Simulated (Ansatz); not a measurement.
AlN:

```
CELL_PARAMETERS angstrom
0.00000 2.03452 2.03452
2.03452 0.00000 2.03452
2.03452 2.03452 0.00000
ATOMIC_POSITIONS crystal
Al 0.41499 0.52951 0.52878
N 0.98419 0.09616 0.98806
```

The cell comes from a database or a generator and needn't be the stable form of this composition.

The cell isn't the ideal one: atoms moved at random, drawn with an rms of 0.15 Å.

* Program: Ansatz 0.2.0
* Task: relaxation of the atoms
* Functional: RPBE
* Dispersion: D4
* Potentials or basis: all-electron LAPW, scalar-relativistic
* Basis error allowed: 0.001 eV/atom
* k mesh: 11 × 11 × 11
* Occupations: fermi-dirac, width 0.1 eV
* Spin: no spin polarisation

At the start: volume 8.42 Å³/atom.

Q: Where does the relaxation end?

A: Over 6 steps the energy falls by 175.5 meV/atom; space group Fm-3m (No. 225, to 0.05 Å).

The path:
```
step  energy change (eV)  largest force (eV/Å)
   1              0.0000                3.0578
   2             -0.1232                2.2360
   3             -0.3506                0.0621
   4             -0.3506                0.0621
   5             -0.3509                0.0005
   6             -0.3509                0.0005
```

Final structure:
```yaml
crystal:
  lattice:
    - [0.00000, 2.03452, 2.03452]
    - [2.03452, 0.00000, 2.03452]
    - [2.03452, 2.03452, 0.00000]
  atoms:
    - { symbol: Al, position: [0.44958, 0.56283, 0.50843] }
    - { symbol: N, position: [0.94959, 0.06284, 0.00840] }
```
